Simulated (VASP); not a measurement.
# SnTe in VASP 6.6.1, single-point calculation

INCAR

```
LCHARG = .FALSE.
LWAVE = .FALSE.
ISIF = 2
LASPH = .TRUE.
MAGMOM = 2 -2
SIGMA = 0.02
IBRION = -1
PREC = Accurate
NSW = 0
NBANDS = 17
EDIFF = 1E-8
ENCUT = 520
ISMEAR = -1
LREAL = .FALSE.
GGA = PE
NELM = 120
ISPIN = 2
```

KPOINTS

```
KPOINTS created by Atomic Simulation Environment
0
Gamma
6 6 6
0 0 0
```

POSCAR

```
Sn Te
 1.0000000000000000
     0.0000000000000000    3.6735836094000001    3.3630033117000000
     3.6735836094000001    0.0000000000000000    3.3630033117000000
     3.6735836094000001    3.6735836094000001    0.0000000000000000
 Sn  Te
   1   1
Cartesian
  0.0000000000000000  0.0000000000000000  0.0000000000000000
  1.8367918046999998  1.8367918046999998  1.6815016558500000
```

The recommended PBE PAW datasets give the neutral cell 20 valence electrons.

Command

```
mpirun -np 1 vasp_std
```

OSZICAR

```
N       E                     dE             d eps       ncg     rms          rms(c)
DAV:   1     0.124017015156E+03    0.12402E+03   -0.92214E+03  2049   0.118E+03
DAV:   2     0.589905886769E+01   -0.11812E+03   -0.11521E+03  2139   0.296E+02
DAV:   3    -0.589737930519E+01   -0.11796E+02   -0.11704E+02  2563   0.904E+01
DAV:   4    -0.626283737233E+01   -0.36546E+00   -0.36524E+00  2375   0.166E+01
DAV:   5    -0.627805332428E+01   -0.15216E-01   -0.15215E-01  2984   0.323E+00    0.117E+01
DAV:   6    -0.694803943567E+01   -0.66999E+00   -0.64635E-01  2548   0.642E+00    0.513E+00
DAV:   7    -0.705222231772E+01   -0.10418E+00   -0.26000E-01  2111   0.373E+00    0.195E+00
DAV:   8    -0.705584303293E+01   -0.36207E-02   -0.62140E-02  2265   0.103E+00    0.948E-01
DAV:   9    -0.705651837008E+01   -0.67534E-03   -0.61150E-03  2213   0.513E-01    0.429E-01
DAV:  10    -0.705735731126E+01   -0.83894E-03   -0.27159E-03  2260   0.272E-01    0.120E-01
DAV:  11    -0.705761263150E+01   -0.25532E-03   -0.30541E-04  2191   0.102E-01    0.502E-02
DAV:  12    -0.705777245731E+01   -0.15983E-03   -0.12604E-04  2147   0.607E-02    0.277E-02
DAV:  13    -0.705784074174E+01   -0.68284E-04   -0.51265E-05  2216   0.325E-02    0.115E-02
DAV:  14    -0.705785888223E+01   -0.18140E-04   -0.20826E-05  2170   0.237E-02    0.789E-03
DAV:  15    -0.705786115544E+01   -0.22732E-05   -0.33403E-06  2265   0.806E-03    0.279E-03
DAV:  16    -0.705786177609E+01   -0.62064E-06   -0.48433E-07  2201   0.356E-03    0.136E-03
DAV:  17    -0.705786195838E+01   -0.18230E-06   -0.32523E-07  2114   0.287E-03    0.754E-04
DAV:  18    -0.705786196556E+01   -0.71714E-08   -0.11303E-08  2216   0.780E-04
   1 F= -.70578620E+01 E0= -.70575574E+01  d E =-.609114E-03  mag=    -0.0000
```

It converged. Results: pressure 0.7 GPa; magnetic moment of the cell 0.00 μB.

For comparison, a separate PBE run of the intended cell, on usual settings and not on those above, gives a gap of -0.13 eV on its mesh and a pressure of 0.7 GPa.

The run above took about 2.3 min on one core of a shared host (Intel Xeon Platinum 8488C) and held 0.33 GiB at most.
